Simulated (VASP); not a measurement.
## Na2S: relaxation of cell and atoms with PBE

Crystal: Na2S.

```xyz
3
Lattice="0.0000 3.2492 3.2492 3.2492 0.0000 3.2492 3.2492 3.2492 0.0000" Properties=species:S:1:pos:R:3 pbc="T T T"
Na    1.6246    1.6246    1.6246
Na    4.8737    4.8737    4.8737
S     0.0000    0.0000    0.0000
```

The cell comes from a database or a generator and needn't be the stable form of this composition.

```yaml
Program: VASP 6.6.1
Task: relaxation of cell and atoms
Functional: PBE
Potentials_or_basis: VASP PAW PBE potentials, release 64 (Na_pv, S)
Cutoff: 600 eV
k_mesh: 6 × 6 × 6
Occupations: gaussian, width 0.02 eV
Spin: no spin polarisation
Dipole_correction: no
Further_INCAR_settings: ALGO = Normal; EDIFF = 1e-06; IBRION = 2; EDIFFG = -0.01; NSW = 100; ISIF = 3
```

| Property | Result |
| --- | --- |
| Relaxed volume | 23.68 Å³/atom |
| Relaxed cell | a = 4.649 Å, b = 4.649 Å, c = 4.649 Å, α = 60.00°, β = 60.00°, γ = 60.00° |
| Space group after relaxing (to 0.05 Å) | Fm-3m (No. 225) |
| Energy gained by relaxing | 2.3 meV/atom |
| Ionic steps | 3 |
| Pressure after relaxing | 0.0 GPa |
| Band gap on the k mesh | 2.44 eV, direct |

The path:
| step | energy change (eV) | largest force (eV/Å) | pressure (GPa) | volume (Å³) |
| --- | --- | --- | --- | --- |
| 1 | 0.0000 | 0.0000 | 1.00 | 68.60 |
| 2 | -0.0060 | 0.0000 | 0.40 | 70.03 |
| 3 | -0.0070 | 0.0000 | -0.02 | 71.03 |

Final structure:
```yaml
crystal:
  lattice:
    - [0.00000, 3.28699, 3.28699]
    - [3.28699, 0.00000, 3.28699]
    - [3.28699, 3.28699, 0.00000]
  atoms:
    - { symbol: Na, position: [0.25000, 0.25000, 0.25000] }
    - { symbol: Na, position: [0.75000, 0.75000, 0.75000] }
    - { symbol: S, position: [0.00000, 0.00000, 0.00000] }
```

Levels at points of the mesh, in eV from the valence-band top:
```tsv
k point	band 8	band 9	band 10	band 11	band 12	band 13
(0.00, 0.00, 0.00)	0.00	0.00	0.00	2.44	7.69	7.69
(0.50, 0.00, 0.00)	-1.62	-0.13	-0.13	4.73	6.39	7.11
(0.50, 0.50, 0.00)	-1.45	-0.45	-0.45	3.84	5.96	8.33
```

Run time: 56 s on 1 thread of Intel(R) Xeon(R) Platinum 8375C CPU @ 2.90GHz (Ice Lake) (shared host), peak memory 0.23 GiB.
